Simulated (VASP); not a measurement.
**SH2: single point with RPBE**

SH2, in a box:

```
S H
1.0
    12.32557    0.00000    0.00000
     0.00000   12.82557    0.00000
     0.00000    0.00000   13.32557
S H
1 2
Direct
  0.52404 0.50828 0.45999
  0.51025 0.42954 0.52601
  0.46399 0.57356 0.51684
```

```yaml
Program: VASP 6.6.1
Task: single point
Functional: RPBE
Potentials_or_basis: VASP PAW PBE potentials, release 64 (S, H)
Cutoff: 400 eV
k_mesh: 1 × 1 × 1
Occupations: gaussian, width 0.01 eV
Spin: no spin polarisation
```

```
Largest force                   : 0.006 eV/Å
Gap between the frontier levels : 5.29 eV
```

Forces on the atoms (eV/Å):
```
S    0.000  0.000  0.001
H    0.002 -0.005  0.000
H   -0.002  0.006 -0.001
```

Levels at points of the mesh, in eV from the valence-band top:
```tsv
k point	band 2	band 3	band 4	band 5	band 6	band 7
(0.00, 0.00, 0.00)	-4.65	-2.83	0.00	5.29	5.60	6.44
```

Wall time 53 s on 4 MPI ranks on Intel(R) Xeon(R) Platinum 8375C CPU @ 2.90GHz (Ice Lake), on a shared host, peak memory 0.39 GiB a rank.

Caveat: the PAW data sets were made with another functional, which shifts forces and pressure a little. Expect the measured gap to be larger: semilocal functionals such as RPBE lack the derivative discontinuity.
